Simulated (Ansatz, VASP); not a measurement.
**One calculation of C, two programs**

```
C
1.0
     2.47372    0.00000    0.00000
    -1.23686    2.14231    0.00000
     0.00000    0.00000    4.19792
C
4
Direct
  0.33333 0.66667 0.99983
  0.66667 0.33333 0.49983
  0.33333 0.66667 0.37417
  0.66667 0.33333 0.87417
```

Change from the starting cell: strained cell.

Alike in both runs: task relaxation of the atoms; functional LDA; k mesh 9 × 9 × 6; occupations gaussian, width 0.02 eV; no spin polarisation.

```csv
,VASP,Ansatz
version,VASP 6.6.1,Ansatz 0.2.0
potentials or method,"VASP PAW LDA potentials, release 64 (C)","scalar-relativistic, plane waves, PAW"
plane-wave cutoff (eV),520,420
valence electrons in the cell,16,16
```

```csv
,VASP,Ansatz,Ansatz less VASP
"gap on the k mesh at the Fermi level, each at its own relaxed structure (eV)",3.01,3.04,+0.030
```

Ansatz warned: «pseudo_functional_mismatch».

Caveats: an odd mesh through Γ misses points on the zone boundary, where band edges often lie.
